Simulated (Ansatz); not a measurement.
# MgO (CsCl type): the cost of one run

Method: DFT PBE, scalar-relativistic, plane waves, norm-conserving pseudopotentials, in Ansatz 0.2.0.

## 1. Starting point

It takes space group Pm-3m (No. 221, cubic). Conventional cell: a = 2.292 Å, b = 2.292 Å, c = 2.292 Å, α = 90.00°, β = 90.00°, γ = 90.00°. Mg (site symmetry m-3m) has 8 O at 1.98 Å as nearest neighbours. O (site symmetry m-3m) has 8 Mg at 1.98 Å as nearest neighbours.

As a file:

```
Mg O
1.0
     2.29193    0.00000    0.00000
     0.00000    2.29193    0.00000
     0.00000    0.00000    2.29193
Mg O
1 1
Direct
  0.00000 0.00000 0.00000
  0.50000 0.50000 0.50000
```

## 2. Volume × 1.3

File input.yaml:

```yaml
crystal:
  lattice:
    - [2.2919250544, 0.0, 0.0]
    - [0.0, 2.2919250544, 0.0]
    - [0.0, 0.0, 2.2919250544]
  atoms:
    - { symbol: Mg, position: [0.0, 0.0, 0.0] }
    - { symbol: O, position: [0.5, 0.5, 0.5] }
scf:
  occupations: { method: fixed }
output:
  forces: true
  stress: true
  eigenvalues: true
  write_density: true
  write_potential: true
  elf: true
  volumetric_format: npy
hamiltonian:
  xc: pbe
  pseudopotentials: { kind: nc }
kpoints:
  mp_grid: { grid: [12, 12, 12] }
```

Started as:

```console
$ ansatz run input.yaml --threads 1 --pin off --max-ram 2867MiB --backend cpu --events-out ev --progress --plain --runs-dir out
```

What time and memory should one allow on 1 thread of Intel Xeon at 2.30GHz, shared host?

About 2.8 s, with a peak of 0.33 GiB.
